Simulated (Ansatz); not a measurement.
Crystal: Hf.

```
CELL_PARAMETERS angstrom
-1.80500 1.80500 1.80500
1.80500 -1.80500 1.80500
1.80500 1.80500 -1.80500
ATOMIC_POSITIONS crystal
Hf 0.00000 0.00000 0.00000
```

This isn't the form of Hf at room conditions, which is hcp.

```yaml
Program: Ansatz 0.2.0
Task: relaxation of cell and atoms
Functional: PBE
Potentials_or_basis: Ansatz PAW
Cutoff: "420 eV (not typed: the program's choice for these potentials)"
k_mesh: 10 × 10 × 10
Occupations: fermi-dirac, width 0.05 eV
Spin: no spin polarisation
```

At the start: volume 23.52 Å³/atom.

Problem. How do energy, volume and symmetry change on relaxing?

Solution. It ends after 5 steps and the volume is 22.31 Å³/atom (-5.1 %); space group Im-3m (No. 229, to 0.05 Å).

The path:
| step | energy change (eV) | largest force (eV/Å) | volume (Å³) |
| --- | --- | --- | --- |
| 1 | 0.0000 | 0.0000 | 23.52 |
| 2 | -0.0014 | 0.0000 | 21.21 |
| 3 | -0.0195 | 0.0000 | 22.38 |
| 4 | -0.0195 | 0.0000 | 22.31 |
| 5 | -0.0193 | 0.0000 | 22.31 |

Final structure:
```yaml
crystal:
  lattice:
    - [-1.77348, 1.77348, 1.77348]
    - [1.77348, -1.77348, 1.77348]
    - [1.77348, 1.77348, -1.77348]
  atoms:
    - { symbol: Hf, position: [0.00000, 0.00000, 0.00000] }
```

Caveat: the plane-wave basis is chosen anew once the cell has moved, so the energies of steps on either side of that aren't comparable.
